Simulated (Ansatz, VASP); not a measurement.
Two plane-wave programs on Rh

Contents of INCAR:

```
ALGO = Fast
EDIFF = 1E-6
ENCUT = 520
GGA = PE
ISIF = 2
ISMEAR = 0
LASPH = True
LCHARG = False
LREAL = False
LWAVE = False
NBANDS = 22
NELM = 100
PREC = Accurate
SIGMA = 0.1
```

The input KPOINTS:

```
k-points
0
Gamma
  18 18 10
```

POSCAR

```
Rh
1.0
    2.7777880230      0.0000000000      0.0000000000
   -1.3888940115      2.4056349943      0.0000000000
    0.0000000000      0.0000000000      4.7701026415
Rh
2
Direct
    0.6666666700      0.3333333300      0.7500000000
    0.3333333300      0.6666666700      0.2500000000
```

Input for Ansatz:

```yaml
crystal:
  lattice:
    - [2.777788023, 0.0, 0.0]
    - [-1.3888940115, 2.4056349943, 0.0]
    - [0.0, 0.0, 4.7701026415]
  atoms:
    - { symbol: Rh, position: [0.66666667, 0.33333333, 0.75] }
    - { symbol: Rh, position: [0.33333333, 0.66666667, 0.25] }
basis:
  ecutwfc: 420
kpoints:
  mp_grid: { grid: [18, 18, 10] }
hamiltonian:
  xc: pbe
scf:
  occupations: { method: gaussian, width: 0.1 }
output:
  forces: true
  stress: true
  eigenvalues: true
```

Alike in both runs: task single point; functional PBE; k mesh 18 × 18 × 10; occupations gaussian, width 0.1 eV; no spin polarisation.

|  | VASP | Ansatz |
| --- | --- | --- |
| version | VASP 6.6.1 | Ansatz 0.2.0 |
| potentials or method | VASP PAW PBE potentials, release 64 (Rh_pv) | scalar-relativistic, plane waves, PAW |
| plane-wave cutoff (eV) | 520 | 420 |
| valence electrons in the cell | 30 | 34 |

|  | VASP | Ansatz | Ansatz less VASP |
| --- | --- | --- | --- |
| gap on the k mesh at the Fermi level (eV) | none | none | - |
| pressure (GPa) | -21.9 | -22.0 | -0.08 |
| largest component of the traceless stress (GPa) | 6.11 | 6.08 | -0.030 |

A gap of «none» marks a metal or a gap that the smearing closes. The two sets of potentials don't hold the same shells in valence.

Caveats: so large a pressure means that the cell lies far from this level's equilibrium, or that cutoff or potentials fall short (VASP).
